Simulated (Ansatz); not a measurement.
KBr built on the rocksalt prototype (r2SCAN geometry), in Ansatz:

```
K Br
1.0
     0.00000    3.30225    3.30225
     3.30225    0.00000    3.30225
     3.30225    3.30225    0.00000
K Br
1 1
Direct
  0.00000 0.00000 0.00000
  0.50000 0.50000 0.50000
```

G0W0@PBE with 270 empty bands, a screening cutoff of 140 eV and a 4×4×4 mesh (PAW, contour deformation) gives 6.972 eV over the mesh points, from a PBE gap of 4.430 eV; it sums over 278 bands with 283 plane waves in the screening and a wave cutoff of 420 eV. G0W0 values are finite-basis, finite-mesh values. No spin polarisation and no zero-point or thermal motion.

Problem. Estimate the gap with frequency model Godby-Needs pole.

Solution. 6.969 eV (-0.003 eV), from a Kohn-Sham gap of 4.430 eV.

Problem. Estimate the gap with empty bands 497, screening cutoff 210 eV.

Solution. 7.052 eV (+0.080 eV), from a Kohn-Sham gap of 4.430 eV.

The runs are scalar-relativistic, without spin-orbit coupling.
